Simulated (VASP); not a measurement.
Set up this calculation in VASP 6.6.1, as the native input.

```yaml
Task: single point
Functional: PBEsol
Potentials_or_basis: VASP PAW PBE potentials, release 64 (Li_sv)
Cutoff: 520 eV
k_mesh: 20 × 20 × 20
Occupations: gaussian, width 0.15 eV
Spin: no spin polarisation
Dipole_correction: no
Further_INCAR_settings: ALGO = Fast; EDIFF = 1e-07; NBANDS = 8
```

The structure of Li lies in POSCAR:

```
Li
1.0
    0.0000000000      1.9618577366      2.7740668396
    1.9618577366      0.0000000000      2.7740668396
    1.9618577366      1.9618577366      0.0000000000
Li
1
Direct
    0.0000000000      0.0000000000      0.0000000000
```

This isn't the form of Li at room conditions, which is bcc.

One way to write it, as run:

INCAR

```
SYSTEM = Li
PREC = Accurate ; ENCUT = 520
EDIFF = 1E-7 ; ISMEAR = 0
SIGMA = 0.15 ; LREAL = .False.
LASPH = .True. ; NELM = 100
ALGO = Fast ; ISIF = 2
LWAVE = .False. ; LCHARG = .True.
GGA = PS ; LELF = .True.
LVHAR = .True. ; NBANDS = 8
```

KPOINTS

```
regular mesh
0
Gamma
  20 20 20
  0 0 0
```

Potentials or basis: VASP PAW PBE potentials, release 64 (Li_sv).

The run is started by

```sh
$ cat potpaw_PBE.64/Li_sv/POTCAR > POTCAR
$ mpirun -np 1 vasp_std > vasp.out
```

Results of the run:

```
Band gap on the k mesh : none (metal or under the smearing width)
```

It took 3.4 min on 1 thread of Intel(R) Xeon(R) Platinum 8488C (Sapphire Rapids), with other jobs on the host, peak memory 0.21 GiB.
